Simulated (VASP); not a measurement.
# CdS in VASP: one cell, several levels of theory

CdS built on the zincblende prototype, under +1.0 % equal strain in all directions is computed at one geometry. Runs: PBE, r2SCAN.

Program: VASP 6.6.1. PAW datasets, plane waves. No spin polarisation and no zero-point or thermal motion.

## 1. Starting point

The cell comes from an earlier relaxation with r2SCAN in another program.

It is cubic, F-43m (No. 216); conventional cell a = 5.937 Å, 26.16 Å³ an atom. Near Cd stand 4 S at 2.57 Å; near S stand 4 Cd at 2.57 Å.

As a file:

```cif
data_structure
_symmetry_space_group_name_H-M 'F-43m'
_symmetry_Int_Tables_number 216
_cell_length_a 5.9372
_cell_length_b 5.9372
_cell_length_c 5.9372
_cell_angle_alpha 90.000
_cell_angle_beta 90.000
_cell_angle_gamma 90.000
_cell_volume 209.29
loop_
_atom_site_label
_atom_site_type_symbol
_atom_site_symmetry_multiplicity
_atom_site_Wyckoff_symbol
_atom_site_fract_x
_atom_site_fract_y
_atom_site_fract_z
_atom_site_occupancy
Cd1 Cd 4 a 0.00000 0.00000 0.00000 1
S1 S 4 d 0.25000 0.25000 0.75000 1
```

## 2. PBE at this geometry

Contents of INCAR:

```
ENCUT = 520.000000
SIGMA = 0.020000
EDIFF = 1.00e-07
GGA = PE
PREC = Accurate
IBRION = -1
ISIF = 2
ISMEAR = -1
NBANDS = 16
NELM = 120
NSW = 0
LASPH = .TRUE.
LCHARG = .TRUE.
LELF = .TRUE.
LWAVE = .FALSE.
LREAL = .FALSE.
```

Contents of KPOINTS:

```
KPOINTS created by Atomic Simulation Environment
0
Gamma
8 8 8
0 0 0
```

Contents of KPOINTS_OPT:

```
special points
6
Reciprocal
0.0000000000 0.0000000000 0.0000000000 1
-0.5000000000 -0.5000000000 0.0000000000 1
-0.3750000000 -0.3750000000 0.2500000000 1
-0.3750000000 0.0000000000 0.3750000000 1
0.0000000000 0.0000000000 0.5000000000 1
-0.5000000000 -0.2500000000 0.2500000000 1
```

Contents of POSCAR:

```
Cd S
 1.0000000000000000
     0.0000000000000000    2.9686069915000002    2.9686069915000002
     2.9686069915000002    0.0000000000000000    2.9686069915000002
     2.9686069915000002    2.9686069915000002    0.0000000000000000
 Cd  S
   1   1
Cartesian
  0.0000000000000000  0.0000000000000000  0.0000000000000000
  1.4843034957500001  1.4843034957500001  1.4843034957500001
```

The run uses the recommended PBE PAW datasets (18 valence electrons a neutral cell).

Launch:

```bash
> mpirun -np 1 vasp_std
```

## 3. Single point with r2SCAN

Contents of INCAR:

```
ENCUT = 520.000000
SIGMA = 0.010000
EDIFF = 1.00e-07
ALGO = Normal
METAGGA = R2SCAN
PREC = Accurate
IBRION = -1
ISIF = 2
ISMEAR = 0
NBANDS = 16
NELM = 120
NSW = 0
LASPH = .TRUE.
LCHARG = .FALSE.
LWAVE = .FALSE.
LREAL = .FALSE.
```

KPOINTS is that of step 2.

KPOINTS_OPT is that of step 2.

POSCAR is that of step 2.

Before running it: what results should come out? Wanted: for each run, gap; pressure.

**Answer**, as computed:

```
 level  gap (eV)  pressure (GPa)
   PBE      1.03            0.00
r2SCAN      1.47           -1.44
```

**Reading.** The gap runs from 1.03 eV (PBE) to 1.47 eV (r2SCAN). The pressure is highest with PBE (0.0 GPa) and lowest with r2SCAN (-1.4 GPa), which orders the cells that they would relax to.
